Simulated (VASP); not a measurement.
Set up this calculation in VASP 6.6.1, as the native input.

| Quantity | Value |
| --- | --- |
| Task | band structure |
| Functional | revPBE |
| Potentials or basis | VASP PAW PBE potentials, release 64 (P, B) |
| Cutoff | 520 eV |
| k mesh | 10 × 10 × 10 |
| Occupations | fermi-dirac, width 0.05 eV |
| Spin | no spin polarisation |
| Further INCAR settings | ALGO = Normal; EDIFF = 1e-07; NBANDS = 11 |

BP:

```xyz
2
Lattice="0.0000 2.2690 2.2690 2.2690 0.0000 2.2690 2.2690 2.2690 0.0000" Properties=species:S:1:pos:R:3 pbc="T T T"
P     3.4035    3.4035    3.4035
B     0.0000    0.0000    0.0000
```

The input as run:

POSCAR

```
BP
1.0
    0.0000000000      2.2690000000      2.2690000000
    2.2690000000      0.0000000000      2.2690000000
    2.2690000000      2.2690000000      0.0000000000
P B
1 1
Direct
    0.7500000000      0.7500000000      0.7500000000
    0.0000000000      0.0000000000      0.0000000000
```

INCAR.step1

```
ALGO = Normal
EDIFF = 1E-7
ENCUT = 520
GGA = RE
ISIF = 2
ISMEAR = -1
LASPH = True
LCHARG = True
LREAL = False
LWAVE = False
NBANDS = 11
NELM = 60
PREC = Accurate
SIGMA = 0.05
```

KPOINTS.step1

```
k-points
0
Gamma
  10 10 10
```

INCAR.step2

```
ALGO = Normal
EDIFF = 1E-7
ENCUT = 520
GGA = RE
ICHARG = 11
ISIF = 2
ISMEAR = 0
LASPH = True
LCHARG = False
LREAL = False
LWAVE = False
NBANDS = 11
NELM = 60
PREC = Accurate
SIGMA = 0.05
```

KPOINTS.step2

```
path GXWKGLUWLK,UX
10
line-mode
reciprocal
 0.0000000000  0.0000000000  0.0000000000  G
 0.5000000000  0.0000000000  0.5000000000  X

 0.5000000000  0.0000000000  0.5000000000  X
 0.5000000000  0.2500000000  0.7500000000  W

 0.5000000000  0.2500000000  0.7500000000  W
 0.3750000000  0.3750000000  0.7500000000  K

 0.3750000000  0.3750000000  0.7500000000  K
 0.0000000000  0.0000000000  0.0000000000  G

 0.0000000000  0.0000000000  0.0000000000  G
 0.5000000000  0.5000000000  0.5000000000  L

 0.5000000000  0.5000000000  0.5000000000  L
 0.6250000000  0.2500000000  0.6250000000  U

 0.6250000000  0.2500000000  0.6250000000  U
 0.5000000000  0.2500000000  0.7500000000  W

 0.5000000000  0.2500000000  0.7500000000  W
 0.5000000000  0.5000000000  0.5000000000  L

 0.5000000000  0.5000000000  0.5000000000  L
 0.3750000000  0.3750000000  0.7500000000  K

 0.6250000000  0.2500000000  0.6250000000  U
 0.5000000000  0.0000000000  0.5000000000  X
```

Potentials or basis: VASP PAW PBE potentials, release 64 (P, B).

Launch:

```sh
$ cat potpaw_PBE.64/P/POTCAR potpaw_PBE.64/B/POTCAR > POTCAR
$ cp INCAR.step1 INCAR
$ cp KPOINTS.step1 KPOINTS
$ mpirun -np 1 vasp_std > vasp.out
$ cp INCAR.step2 INCAR
$ cp KPOINTS.step2 KPOINTS
$ mpirun -np 1 vasp_std > vasp.out
```

It gave:

```yaml
Band_gap_on_the_k_mesh: 1.24 eV, indirect (least direct gap 3.39 eV)
Band_gap_along_the_path: 1.25 eV, indirect (least direct gap 3.39 eV)
```

Caveat: the log is that of the step along the path at fixed density, whose energy, stress, charges and moments have no meaning.

It took 18 s on 1 thread of AMD EPYC 7R13 Processor (Zen 3), with other jobs on the host, peak memory 0.11 GiB.
